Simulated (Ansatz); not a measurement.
# WSe2 (P-6m2): how far a G0W0 gap depends on its settings

How well converged is a G0W0 gap of WSe2, database structure?

The runs shown are made with Ansatz 0.2.0. G0W0, plane waves. Spin-unpolarised throughout; all numbers are computed.

1 further run of the same task is left out (it didn't finish).

## (1) The structure to begin with

The cell was relaxed beforehand with r2SCAN+rVV10.

Space group P-6m2 (No. 187), hexagonal; conventional cell a = 3.297 Å, c = 7.184 Å, 22.55 Å³ an atom. Near W stand 6 Se at 2.53 Å; near Se stand 3 W at 2.53 Å.

The structure in full:

```
CELL_PARAMETERS angstrom
3.29721 0.00000 0.00000
-1.64861 2.85547 0.00000
0.00000 0.00000 7.18427
ATOMIC_POSITIONS crystal
W 0.00000 0.00000 0.00000
Se 0.33333 0.66667 0.23192
Se 0.33333 0.66667 0.76808
```

## (2) From HSE06, 30 empty bands, 40 eV

input.yaml reads:

```yaml
crystal:
  lattice:
    - [3.2972133755, 0.0, 0.0]
    - [-1.6486066877, 2.8554705449, 0.0]
    - [0.0, 0.0, 7.184273235]
  atoms:
    - { symbol: W, position: [0.0, 0.0, 0.0] }
    - { symbol: Se, position: [0.3333333333, 0.6666666667, 0.2319179705] }
    - { symbol: Se, position: [0.3333333333, 0.6666666667, 0.7680820295] }
kpoints:
  mp_grid: { grid: [6, 6, 2] }
hamiltonian:
  xc: hse06
scf:
  occupations: { method: fixed }
gw:
  n_empty_bands: 30
  ecut_chi: 40
  qp_bands: [v1, c1]
  qp_kpoints: band_edges
  screening: { model: contour_deformation }
```

Launch:

```console
$ ansatz run input.yaml --threads 4 --pin off --max-ram 5529MiB --backend cpu --events-out ev --progress --plain --runs-dir out
```

## (3) From LDA, 60 empty bands, 80 eV

input.yaml, as its differences from that of step 2:

```diff
@@ -12,3 +12,3 @@
 hamiltonian:
-  xc: hse06
+  xc: lda
 scf:
@@ -16,6 +16,6 @@
 gw:
-  n_empty_bands: 30
-  ecut_chi: 40
+  n_empty_bands: 60
+  ecut_chi: 80
   qp_bands: [v1, c1]
   qp_kpoints: band_edges
-  screening: { model: contour_deformation }
+  screening: { model: godby_needs }
```

## (4) From PBE, 60 empty bands, 80 eV, plasmon_pole_fit_frequency 5

input.yaml, as its differences from that of step 3:

```diff
@@ -12,3 +12,3 @@
 hamiltonian:
-  xc: lda
+  xc: pbe
 scf:
@@ -21 +21,2 @@
   screening: { model: godby_needs }
+  plasmon_pole_fit_frequency: 5
```

Q: Predict the outcome of this session. Wanted: for each run, start; potentials; frequencies; empty bands; cutoff; Kohn-Sham gap; G0W0 gap.

**Answer**, as computed:

```
start  potentials   frequencies  empty bands  cutoff (eV)   mesh  Kohn-Sham gap (eV)  G0W0 gap (eV)
HSE06         PAW          full           30           40  6×6×2                1.90           1.83
  LDA         PAW          pole           60           80  6×6×2                1.31           1.65
  PBE         PAW  pole at 5 eV           60           80  6×6×2                1.38           1.65
```

Gaps are those on each run's own mesh.

Over the runs in the table the G0W0 gap on the mesh spans 1.65 to 1.83 eV, and the shift from the starting levels -0.07 to +0.34 eV; where more than one setting differs between two runs, no single one explains their difference. G0W0 values are finite-basis, finite-mesh values. Spin-orbit coupling is left out.
